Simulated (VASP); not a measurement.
# RbBr (Fm-3m) in VASP: a series of runs, part 2 of 2

VASP 6.6.1.

## (3) Phonons, LDA

This run uses another cell than the first one, of 37.20 Å³/atom, 0.925 times its volume.

File POSCAR:

```
RbBr
1.0
    0.0000000000      3.3382365407      3.3382365407
    3.3382365407      0.0000000000      3.3382365407
    3.3382365407      3.3382365407     -0.0000000000
  Rb              Br
     1     1
Direct
     0.0000000000000000    0.0000000000000000    0.0000000000000000
     0.5000000000000000    0.5000000000000000    0.5000000000000000
```

File INCAR.step1:

```
ALGO = Normal ; EDIFF = 1E-8
EDIFFG = -0.002 ; ENCUT = 600
IBRION = 2 ; ISIF = 3
ISMEAR = 0 ; LASPH = T
LCHARG = F ; LREAL = F
LWAVE = F ; NELM = 80
NSW = 40 ; PREC = Accurate
SIGMA = 0.03
```

File INCAR.step2:

```
ALGO = Normal ; EDIFF = 1E-8
ENCUT = 600 ; IBRION = 6
ISIF = 2 ; ISMEAR = 0
LASPH = T ; LCHARG = F
LREAL = F ; LWAVE = F
NELM = 80 ; NFREE = 2
NSW = 1 ; POTIM = 0.015
PREC = Accurate ; SIGMA = 0.03
```

File KPOINTS:

```
k-points
0
Gamma
  8 8 8
```

Potentials or basis: VASP PAW LDA potentials, release 64 (Rb_sv, Br).

Started as:

```bash
cat potpaw_LDA.64/Rb_sv/POTCAR potpaw_LDA.64/Br/POTCAR > POTCAR
cp INCAR.step1 INCAR
mpirun -np 1 vasp_std > vasp.out
cp CONTCAR POSCAR
cp INCAR.step2 INCAR
mpirun -np 1 vasp_std > vasp.out
```

OUTCAR:

```text
EDIFF = 1E-8
   ENCUT = 600
   IBRION = 6
   ISIF = 2
   ISMEAR = 0
   LASPH = T
   LREAL = F
   NELM = 80
   NFREE = 2
   NSW = 1
   POTIM = 0.015
   PREC = Accurate

 ion  position               nearest neighbor table
   1  0.000  0.000  0.000-   2 3.34   2 3.34   2 3.34   2 3.34   2 3.34   2 3.34
   2  0.500  0.500  0.500-   1 3.34   1 3.34   1 3.34   1 3.34   1 3.34   1 3.34

  LATTYP: Found a face centered cubic cell.
 ALAT       =     6.6757671955

  Lattice vectors:

 A1 = (   0.0000000000,   3.3378835978,   3.3378835978)
 A2 = (   3.3378835978,   0.0000000000,   3.3378835978)
 A3 = (   3.3378835978,   3.3378835978,   0.0000000000)

Analysis of symmetry for initial positions (statically):
=====================================================================
 Subroutine PRICEL returns:
 Original cell was already a primitive cell.

 Routine SETGRP: Setting up the symmetry group for a
 face centered cubic supercell.

 Subroutine GETGRP returns: Found 48 space group operations
 (whereof 48 operations were pure point group operations)
 out of a pool of 48 trial point group operations.

The static configuration has the point symmetry O_h .

Analysis of symmetry for dynamics (positions and initial velocities):
=====================================================================
 Subroutine PRICEL returns:
 Original cell was already a primitive cell.

 Routine SETGRP: Setting up the symmetry group for a
 face centered cubic supercell.

 Subroutine GETGRP returns: Found 48 space group operations
 (whereof 48 operations were pure point group operations)
 out of a pool of 48 trial point group operations.

[... 316 lines left out ...]
      2     -13.9247      2.00000
      3      -9.9008      2.00000
      4      -9.9008      2.00000
      5      -9.9008      2.00000
      6      -1.6279      2.00000
      7      -1.6279      2.00000
      8      -1.6279      2.00000
      9       2.5306      0.00000
     10       5.4044      0.00000
     11       5.4045      0.00000
     12       5.4045      0.00000
[... 331 lines left out ...]
 k-point    24 :      -0.3750    0.2500    0.1250
  band No.  band energies     occupation
      1     -25.7321      2.00000
      2     -13.9448      2.00000
      3     -10.0017      2.00000
      4      -9.9799      2.00000
      5      -9.8713      2.00000
      6      -2.5545      2.00000
      7      -2.0482      2.00000
      8      -2.0381      2.00000
      9       5.1601      0.00000
     10       5.6341      0.00000
     11       7.3138      0.00000
     12       7.3991      0.00000

 [... further k-points ...]

------------------------ aborting loop because EDIFF is reached ----------------------------------------

  FORCE on cell =-STRESS in cart. coord.  units (eV):
  Direction    XX          YY          ZZ          XY          YZ          ZX
  --------------------------------------------------------------------------------------
  -------------------------------------------------------------------------------------
  Total        0.0008830     -0.0018564     -0.0018564      0.0000000      0.0000000      0.0000000
  in kB        0.0190212     -0.0399894     -0.0399894      0.0000000      0.0000000      0.0000000
  external PRESSURE =      -0.0203192 kB  Pullay stress =       0.0000000 kB
[... 17 lines left out ...]
  FREE ENERGIE OF THE ION-ELECTRON SYSTEM (eV)
  ---------------------------------------------------
  free  energy   TOTEN  =        -6.7187225309 eV

  energy  without entropy=       -6.7187225309  energy(sigma->0) =       -6.71872253

 INTERNAL STRAIN TENSORS FROM DISPLACED ATOMS
 ============================================

 INTERNAL STRAIN TENSOR FOR ION    1 for displacements in x,y,z  (eV/Angst):
          X           Y           Z          XY          YZ          ZX
  --------------------------------------------------------------------------------
  x     0.00000     0.00000     0.00000     0.00000     0.00000     0.00000
  y     0.00000     0.00000     0.00000     0.00000     0.00000     0.00000
  z     0.00000     0.00000     0.00000     0.00000     0.00000     0.00000

 INTERNAL STRAIN TENSOR FOR ION    2 for displacements in x,y,z  (eV/Angst):
          X           Y           Z          XY          YZ          ZX
  --------------------------------------------------------------------------------
  x     0.00000     0.00000     0.00000     0.00000     0.00000     0.00000
  y     0.00000     0.00000     0.00000     0.00000     0.00000     0.00000
  z     0.00000     0.00000     0.00000     0.00000     0.00000     0.00000

 Eigenvectors and eigenvalues of the dynamical matrix
 ----------------------------------------------------

   1 f  =    2.981561 THz    18.733703 2PiTHz   99.454183 cm-1    12.330742 meV
             X         Y         Z           dx          dy          dz
      0.000000  0.000000  0.000000     0.000000    0.695250    0.000000
      3.337884  3.337884  3.337884     0.000000   -0.718768    0.000000
[... 21 lines left out ...]
   6 f/i=    0.000582 THz     0.003659 2PiTHz    0.019423 cm-1     0.002408 meV
             X         Y         Z           dx          dy          dz
      0.000000  0.000000  0.000000     0.000000    0.000000    0.718768
      3.337884  3.337884  3.337884     0.000000    0.000000    0.695250

 ELASTIC MODULI CONTR FROM IONIC RELAXATION (kBar)
 Direction    XX          YY          ZZ          XY          YZ          ZX
 --------------------------------------------------------------------------------
 XX           0.0000      0.0000      0.0000      0.0000      0.0000      0.0000
 YY           0.0000      0.0000      0.0000      0.0000      0.0000      0.0000
 ZZ           0.0000      0.0000      0.0000      0.0000      0.0000      0.0000
 XY           0.0000      0.0000      0.0000      0.0000      0.0000      0.0000
 YZ           0.0000      0.0000      0.0000      0.0000      0.0000      0.0000
 ZX           0.0000      0.0000      0.0000      0.0000      0.0000      0.0000
 --------------------------------------------------------------------------------
```

OUTCAR.step1:

```text
EDIFF = 1E-8
   EDIFFG = -0.002
   ENCUT = 600
   IBRION = 2
   ISIF = 3
   ISMEAR = 0
   LASPH = T
   LREAL = F
   NELM = 80
[... 630 lines left out ...]
      3.33788      6.67577      3.33788         0.000000      0.000000     -0.000000
      3.33788      3.33788      3.33788        -0.000000     -0.000000      0.000000
 -----------------------------------------------------------------------------------
    total drift:                               -0.000000     -0.000000      0.000000

  FREE ENERGIE OF THE ION-ELECTRON SYSTEM (eV)
  ---------------------------------------------------
  free  energy   TOTEN  =        -6.7188912176 eV

  energy  without entropy=       -6.7188912176  energy(sigma->0) =       -6.71889122

 reached required accuracy - stopping structural energy minimisation
```

Run time: 4 min. Hardware: 1 thread of Intel Xeon Platinum 8259CL at 2.50GHz (Skylake/Cascade Lake), shared host; peak memory 0.27 GiB.

Results:

```
Highest phonon frequency at Γ, LO-TO splitting left out : 99 cm⁻¹
```

Phonon frequencies in cm⁻¹ (negative: imaginary):
```tsv
q point	frequencies
(0.000, 0.000, 0.000)	0 0 0 99 99 99
```
